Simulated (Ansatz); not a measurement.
Hf₂S: how the energy converges with the cutoff

Hf₂S, P6_3/mmc, a = 3.374 Å, c = 11.717 Å. The structure is a Materials Project entry; whether it is the stable form wasn't checked. Ansatz: r2SCAN, PAW, cutoff varied, Γ-centred 12×12×4 mesh on 6 atoms, Gaussian smearing 0.10 eV; no spin polarisation. Single points at one geometry, the cutoff alone changed; ΔE is the energy at zero smearing over the run at 850 eV. The runs up to 460 eV lie under the cutoff recommended for these PAW datasets.

```tsv
cutoff (eV)	ΔE (meV/atom)
150	23906.73
200	4195.35
250	746.42
300	82.75
350	6.97
380	3.01
460	1.64
500	1.32
520	1.19
600	0.83
700	?
```

Assume ΔE falls exponentially with the cutoff, fit y = ln ΔE against x, the cutoff in eV, to the other rows, and predict the missing value.

y = 10.082, 8.342, 6.615, 4.416, 1.942, 1.102, 0.495, 0.278, 0.174, -0.186. Means x = 371.0, y = 3.3260; Σ(Δx)² = 197490, ΣΔxΔy = -4736; the slope is their ratio. y = 12.22 − 0.02398 x, a factor of ten per 96 eV. At 700 eV this gives ΔE = 0.01 meV/atom. The run gave 0.46, a ratio of 0.02. Between neighbouring rows the decay runs from a factor of ten per 47 eV to one per 511 eV, so one exponential is only a rough guide.

Cost: 12 runs of about 5.9 core-minutes in all, on Intel Xeon Platinum 8488C (Sapphire Rapids) (shared hosts).